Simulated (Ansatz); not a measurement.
CuI, DFT, PBE, all-electron PAW with datasets made for the crystal, scalar-relativistic (Ansatz 0.2.0), run on 1 thread of Intel(R) Xeon(R) Platinum 8375C CPU @ 2.90GHz (Ice Lake) on a shared host.

Structure from Materials Project entry mp-1007922 (possibly hypothetical), not relaxed further. The listed cell was then made from it by scaling, straining or moving an atom.

Command: `ansatz run input.yaml --threads 1 --pin off --max-ram 4096MiB --backend cpu --events-out ev --progress --plain --runs-dir out`

```yaml
crystal:
  lattice:
    - [3.6827131944, -3.6609304058, 0.0]
    - [3.6827131944, 3.6609304058, 0.0]
    - [0.0, 0.0, 4.2487878631]
  atoms:
    - { symbol: Cu, position: [0.42043883, 0.57956117, 0.75] }
    - { symbol: Cu, position: [0.57956117, 0.42043883, 0.25] }
    - { symbol: I, position: [0.77004268, 0.22995732, 0.75] }
    - { symbol: I, position: [0.22995732, 0.77004268, 0.25] }
kpoints:
  mp_grid: { grid: [5, 5, 6] }
scf:
  occupations: { method: fermi_dirac, width: 0.02 }
hamiltonian:
  xc: pbe
  pseudopotentials: { kind: all_electron, datasets: crystal }
output:
  forces: true
  stress: true
  eigenvalues: true
  efg: { contact_densities: true }
```

Task: How large is the problem that the program sets up?

Result: 36 irreducible k-points, 1357 plane waves at Γ, 22 bands.

Task: About how long does it take, and how much memory does it use?

Result: 19 s of wall time for 11 SCF iterations, with a peak of 0.77 GiB. Times on shared machines scatter by tens of per cent.

Task: And the same cell and mesh by frozen-core PAW, asked for forces, stress, eigenvalues, efg, on the same hardware?

Result: 10 s, peak memory 0.53 GiB.
